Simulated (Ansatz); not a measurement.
Cu:

```
Cu
1.0
    -0.00443    1.78843    1.83853
     1.82291   -0.01749    1.85160
     1.78282    1.76140    0.02260
Cu
1
Direct
  0.00000 0.00000 0.00000
```

The cell isn't the ideal one: cell sheared at random, sigma 0.01, atoms nudged by 0.01 Å.

```yaml
Program: Ansatz 0.2.0
Task: relaxation of cell and atoms
Functional: PBE0
Potentials_or_basis: Ansatz PAW
Cutoff: "420 eV (not typed: the program's choice for these potentials)"
k_mesh: 7 × 6 × 7
Occupations: fermi-dirac, width 0.05 eV
Spin: no spin polarisation
```

At the start: volume 11.81 Å³/atom.

Problem. How do energy, volume and symmetry change on relaxing?

Solution. It ends after 7 steps and the volume is 11.98 Å³/atom (+1.4 %); space group R-3m (No. 166, to 0.05 Å).

The path:
| step | energy change (eV) | largest force (eV/Å) | volume (Å³) |
| --- | --- | --- | --- |
| 1 | 0.0000 | 0.0000 | 11.81 |
| 2 | -0.0028 | 0.0000 | 11.88 |
| 3 | -0.0043 | 0.0000 | 11.97 |
| 4 | -0.0043 | 0.0000 | 11.98 |
| 5 | -0.0047 | 0.0000 | 11.98 |
| 6 | -0.0047 | 0.0000 | 11.98 |
| 7 | -0.0047 | 0.0000 | 11.98 |

Final structure:
```
Cu
1.0
     0.00592    1.80863    1.80926
     1.82650   -0.01802    1.83270
     1.80337    1.80882    0.00555
Cu
1
Direct
  0.00000 0.00000 0.00000
```

Caveat: the k mesh is coarse (spacing up to 0.50 Å⁻¹), so the values aren't converged, least of all with exact exchange; the plane-wave basis is chosen anew once the cell has moved, so the energies of steps on either side of that aren't comparable; the pressure holds a Pulay correction of +0.4 GPa for the finite cutoff; the PAW data sets come from PBE, with cores solved anew for the run's functional, which leaves a small shift of forces and pressure.
